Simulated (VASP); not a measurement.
# Ag (Im-3m) in VASP: a series of runs, part 2 of 2

VASP 6.6.1. The steps go on from the part before.

## (3) Single point, r2SCAN

This run uses another cell than the first one, of 17.46 Å³/atom, 1.021 times its volume.

Input file POSCAR:

```
Ag
1.0
   -1.6343829473      1.6343829473      1.6343829473
    1.6343829473     -1.6343829473      1.6343829473
    1.6343829473      1.6343829473     -1.6343829473
Ag
1
Direct
    0.0000000000      0.0000000000      0.0000000000
```

Input file INCAR.step1:

```
SYSTEM = Ag
PREC = Accurate
ENCUT = 520
ISMEAR = 0
SIGMA = 0.05
LREAL = .False.
LASPH = .True.
NELM = 100
NBANDS = 12
GGA = PE
ALGO = Normal
EDIFF = 1E-4
LWAVE = .True.
LCHARG = .False.
```

Input file INCAR.step2:

```
SYSTEM = Ag
PREC = Accurate
ENCUT = 520
EDIFF = 1E-6
ISMEAR = 0
SIGMA = 0.05
LREAL = .False.
LASPH = .True.
NELM = 100
ALGO = Normal
ISIF = 2
LWAVE = .False.
LCHARG = .False.
METAGGA = R2SCAN
LMIXTAU = .True.
NBANDS = 12
ISTART = 1
```

Input file KPOINTS:

```
Automatic mesh
0
Gamma
  18 18 18
  0 0 0
```

Potentials or basis: VASP PAW PBE potentials, release 64 (Ag).

The run is started by

```console
cat potpaw_PBE.64/Ag/POTCAR > POTCAR
cp INCAR.step1 INCAR
mpirun -np 1 vasp_std > vasp.out
cp INCAR.step2 INCAR
mpirun -np 1 vasp_std > vasp.out
```

OUTCAR:

```text
SYSTEM = Ag
   PREC = Accurate
   ENCUT = 520
   EDIFF = 1E-6
   ISMEAR = 0
   LREAL = .False.
   LASPH = .True.
   NELM = 100
   ISIF = 2
   METAGGA = R2SCAN
   ISTART = 1

 ion  position               nearest neighbor table
   1  0.000  0.000  0.000-

  LATTYP: Found a body centered cubic cell.
 ALAT       =     3.2687658946

  Lattice vectors:

 A1 = (  -1.6343829473,   1.6343829473,   1.6343829473)
 A2 = (   1.6343829473,  -1.6343829473,   1.6343829473)
 A3 = (   1.6343829473,   1.6343829473,  -1.6343829473)

Analysis of symmetry for initial positions (statically):
=====================================================================
 Subroutine PRICEL returns:
 Original cell was already a primitive cell.

 Routine SETGRP: Setting up the symmetry group for a
 body centered cubic supercell.

 Subroutine GETGRP returns: Found 48 space group operations
 (whereof 48 operations were pure point group operations)
 out of a pool of 48 trial point group operations.

The static configuration has the point symmetry O_h .

Analysis of symmetry for dynamics (positions and initial velocities):
=====================================================================
 Subroutine PRICEL returns:
 Original cell was already a primitive cell.

 Routine SETGRP: Setting up the symmetry group for a
 body centered cubic supercell.

 Subroutine GETGRP returns: Found 48 space group operations
 (whereof 48 operations were pure point group operations)
 out of a pool of 48 trial point group operations.

The dynamic configuration has the point symmetry O_h .

 Subroutine INISYM returns: Found 48 space group operations
 (whereof 48 operations are pure point group operations),
 and found     1 'primitive' translations

----------------------------------------------------------------------------------------

                                     Primitive cell

  volume of cell :      17.4631

  direct lattice vectors                    reciprocal lattice vectors
[... 113 lines left out ...]
   IVDW    =     0    specifies the selected vdW correction
   LEPSILON=     F    determine dielectric tensor
   LRPA    =     F    only Hartree local field effects (RPA)
 non-spin polarized calculation
 Gauss-broadening in eV      SIGMA  =   0.05
  energy-cutoff  :      520.00
  volume of cell :       17.46
 maximum number of plane-waves:       480
 NGX is ok and might be reduce to    24
   NGX = 11   NGY = 11   NGZ = 11

 number of electron      11.0000003 magnetization

 Free energy of the ion-electron system (eV)
  ---------------------------------------------------
  ext. energy  EPLUGINS =         0.00000000
  ---------------------------------------------------
  free energy    TOTEN  =       -21.31964287 eV

  energy without entropy =      -21.31911134  energy(sigma->0) =      -21.31937710

 E-fermi :   8.1246     XC(G=0): -12.7974

 val. band max:        8.0948613134   @ k =   0.3889   0.0556   0.0556
 cond. band min:       8.1359732675   @ k =  -0.3889   0.4444   0.1111
 fundamental gap:      0.0411119542
 Fermi energy:         8.1245999058

 k-point     1 :       0.0000    0.0000    0.0000
  band No.  band energies     occupation
      1       0.3410      2.00000
      2       2.9447      2.00000
      3       2.9447      2.00000
      4       2.9447      2.00000
      5       4.2490      2.00000
      6       4.2490      2.00000
      7      26.7382      0.00000
      8      26.7382      0.00000
      9      26.7382      0.00000
     10      32.8448      0.00000
     11      32.8448      0.00000
     12      32.8449      0.00000
[... 331 lines left out ...]
 k-point    24 :       0.3889    0.1111    0.0000
  band No.  band energies     occupation
      1       1.7246      2.00000
      2       2.2684      2.00000
      3       4.0954      2.00000
      4       4.1951      2.00000
      5       4.8244      2.00000
      6       8.2827      0.00001
      7      13.2499      0.00000
      8      20.4834      0.00000
      9      22.6900      0.00000
     10      28.7918      0.00000
     11      31.7259      0.00000
     12      32.8454      0.00000

 [... further k-points ...]

------------------------ aborting loop because EDIFF is reached ----------------------------------------

  FORCE on cell =-STRESS in cart. coord.  units (eV):
  Direction    XX          YY          ZZ          XY          YZ          ZX
  --------------------------------------------------------------------------------------
  -------------------------------------------------------------------------------------
  Total        0.0187445      0.0187445      0.0187445     -0.0000000      0.0000000      0.0000000
  in kB        1.7197383      1.7197383      1.7197383     -0.0000000      0.0000000      0.0000000
  external PRESSURE =       1.7197383 kB  Pullay stress =       0.0000000 kB

 VOLUME and BASIS-vectors are now :
 -----------------------------------------------------------------------------
  energy-cutoff  :      520.00
  volume of cell :       17.46
      direct lattice vectors                 reciprocal lattice vectors
    -1.634382947  1.634382947  1.634382947     0.000000000  0.305925855  0.305925855
     1.634382947 -1.634382947  1.634382947     0.305925855  0.000000000  0.305925855
     1.634382947  1.634382947 -1.634382947     0.305925855  0.305925855  0.000000000

 POSITION                                       TOTAL-FORCE (eV/Angst)
 -----------------------------------------------------------------------------------
      0.00000      0.00000      0.00000        -0.000000      0.000000     -0.000000
 -----------------------------------------------------------------------------------
    total drift:                               -0.000000      0.000000      0.000000

  FREE ENERGIE OF THE ION-ELECTRON SYSTEM (eV)
  ---------------------------------------------------
  free  energy   TOTEN  =       -21.3196428711 eV

  energy  without entropy=      -21.3191113384  energy(sigma->0) =      -21.31937710
```

OSZICAR.step1:

```text
N       E                     dE             d eps       ncg     rms          rms(c)
DAV:   1     0.516138218266E+02    0.51614E+02   -0.54058E+03  4728   0.815E+02
DAV:   2    -0.210814082104E+01   -0.53722E+02   -0.51112E+02  5504   0.193E+02
DAV:   3    -0.292079868616E+01   -0.81266E+00   -0.81206E+00  5404   0.248E+01
DAV:   4    -0.292332340389E+01   -0.25247E-02   -0.25246E-02  5344   0.145E+00
DAV:   5    -0.292334373943E+01   -0.20336E-04   -0.20335E-04  5220   0.117E-01    0.489E+00
DAV:   6    -0.268603723315E+01    0.23731E+00   -0.96069E-01  5180   0.870E+00    0.327E+00
DAV:   7    -0.267915875488E+01    0.68785E-02   -0.65204E-03  5224   0.782E-01    0.186E+00
DAV:   8    -0.267637856635E+01    0.27802E-02   -0.68750E-04  5292   0.202E-01    0.740E-02
DAV:   9    -0.267638703848E+01   -0.84721E-05   -0.60155E-06  2728   0.197E-02
   1 F= -.26763870E+01 E0= -.26759454E+01  d E =-.883192E-03
```

Wall time 100 s (1 thread of AMD EPYC 9R45 (Zen 5), shared host); peak memory 0.14 GiB.

Results:

```yaml
Free_energy: -21.3196 eV
Pressure: 0.2 GPa
Band_gap_on_the_k_mesh: none (metal or under the smearing width)
```

Caveat: the PAW data sets were made with another functional, which shifts forces and pressure a little.

## (4) Single point, r2SCAN

This run uses another cell than the first one, of 17.95 Å³/atom, 1.049 times its volume.

Input file POSCAR:

```
Ag
1.0
   -1.6494134206      1.6494134206      1.6494134206
    1.6494134206     -1.6494134206      1.6494134206
    1.6494134206      1.6494134206     -1.6494134206
Ag
1
Direct
    0.0000000000      0.0000000000      0.0000000000
```

Edit INCAR.step1 of step 3 so:

```diff
@@ -7,3 +7,3 @@
 LASPH = .True.
-NELM = 100
+NELM = 80
 NBANDS = 12
```

Edit INCAR.step2 of step 3 so:

```diff
@@ -3,3 +3,3 @@
 ENCUT = 520
-EDIFF = 1E-6
+EDIFF = 1E-7
 ISMEAR = 0
@@ -8,3 +8,3 @@
 LASPH = .True.
-NELM = 100
+NELM = 80
 ALGO = Normal
```

Input file KPOINTS:

```
regular mesh
0
Gamma
  18 18 18
  0 0 0
```

Potentials or basis: VASP PAW PBE potentials, release 64 (Ag).

The run is started by

```console
cat potpaw_PBE.64/Ag/POTCAR > POTCAR
cp INCAR.step1 INCAR
mpirun -np 1 vasp_std > vasp.out
cp INCAR.step2 INCAR
mpirun -np 1 vasp_std > vasp.out
```

OUTCAR:

```text
SYSTEM = Ag
   PREC = Accurate
   ENCUT = 520
   EDIFF = 1E-7
   ISMEAR = 0
   LREAL = .False.
   LASPH = .True.
   NELM = 80
   ISIF = 2
   METAGGA = R2SCAN
   ISTART = 1

 ion  position               nearest neighbor table
   1  0.000  0.000  0.000-

  LATTYP: Found a body centered cubic cell.
 ALAT       =     3.2988268412

  Lattice vectors:

 A1 = (  -1.6494134206,   1.6494134206,   1.6494134206)
 A2 = (   1.6494134206,  -1.6494134206,   1.6494134206)
[... 541 lines left out ...]
     12      32.1979      0.00000

 [... further k-points ...]

------------------------ aborting loop because EDIFF is reached ----------------------------------------

  FORCE on cell =-STRESS in cart. coord.  units (eV):
  Direction    XX          YY          ZZ          XY          YZ          ZX
  --------------------------------------------------------------------------------------
  -------------------------------------------------------------------------------------
  Total       -0.2717387     -0.2717387     -0.2717387      0.0000000      0.0000000      0.0000000
  in kB      -24.2556847    -24.2556847    -24.2556847      0.0000000      0.0000000      0.0000000
  external PRESSURE =     -24.2556847 kB  Pullay stress =       0.0000000 kB

 VOLUME and BASIS-vectors are now :
 -----------------------------------------------------------------------------
  energy-cutoff  :      520.00
  volume of cell :       17.95
      direct lattice vectors                 reciprocal lattice vectors
    -1.649413421  1.649413421  1.649413421     0.000000000  0.303138069  0.303138069
     1.649413421 -1.649413421  1.649413421     0.303138069  0.000000000  0.303138069
     1.649413421  1.649413421 -1.649413421     0.303138069  0.303138069  0.000000000

 POSITION                                       TOTAL-FORCE (eV/Angst)
 -----------------------------------------------------------------------------------
      0.00000      0.00000      0.00000         0.000000      0.000000      0.000000
 -----------------------------------------------------------------------------------
    total drift:                               -0.000000     -0.000000      0.000000

  FREE ENERGIE OF THE ION-ELECTRON SYSTEM (eV)
  ---------------------------------------------------
  free  energy   TOTEN  =       -21.3163064854 eV

  energy  without entropy=      -21.3158744845  energy(sigma->0) =      -21.31609048
```

OUTCAR.step1:

```text
SYSTEM = Ag
   PREC = Accurate
   ENCUT = 520
   ISMEAR = 0
   LREAL = .False.
   LASPH = .True.
   NELM = 80
[... 578 lines left out ...]
 -----------------------------------------------------------------------------------
      0.00000      0.00000      0.00000        -0.000000      0.000000      0.000000
 -----------------------------------------------------------------------------------
    total drift:                               -0.000000      0.000000      0.000000

  FREE ENERGIE OF THE ION-ELECTRON SYSTEM (eV)
  ---------------------------------------------------
  free  energy   TOTEN  =        -2.6814124080 eV

  energy  without entropy=       -2.6807835250  energy(sigma->0) =       -2.68109797
```

Run time: 1.9 min. Hardware: 1 thread of AMD EPYC 9R45 (Zen 5), shared host; peak memory 0.14 GiB.

What came out:

* Free energy: -21.3163 eV
* Pressure: -2.4 GPa
* Band gap on the k mesh: none (metal or under the smearing width)

Caveat: the PAW data sets were made with another functional, which shifts forces and pressure a little.

## (5) Summary

| level | cell | k mesh | gap on the mesh (eV) | pressure (GPa) |
| --- | --- | --- | --- | --- |
| PBE | Im-3m, 17.1 Å³/atom | 8 × 8 × 8 | none | 4.9 |
| r2SCAN | Im-3m, 17.46 Å³/atom | 18 × 18 × 18 | none | 0.2 |
| r2SCAN | Im-3m, 17.95 Å³/atom | 18 × 18 × 18 | none | -2.4 |

Alike in all rows: task single point; potentials or basis VASP PAW PBE potentials, release 64 (Ag); no spin polarisation; cutoff (eV) 520; smearing gaussian 0.05 eV.

Every run on the cell as given and a fine mesh finds a metal. The pressure there spans -2.4 GPa (r2SCAN) to 4.9 GPa (PBE); a positive pressure means that this level wants a larger cell, a negative one a smaller.

Caveats: the PAW data sets were made with another functional, which shifts forces and pressure a little (some runs).

Total energies depend on the potentials used, so only differences within one code and one set of settings carry meaning.
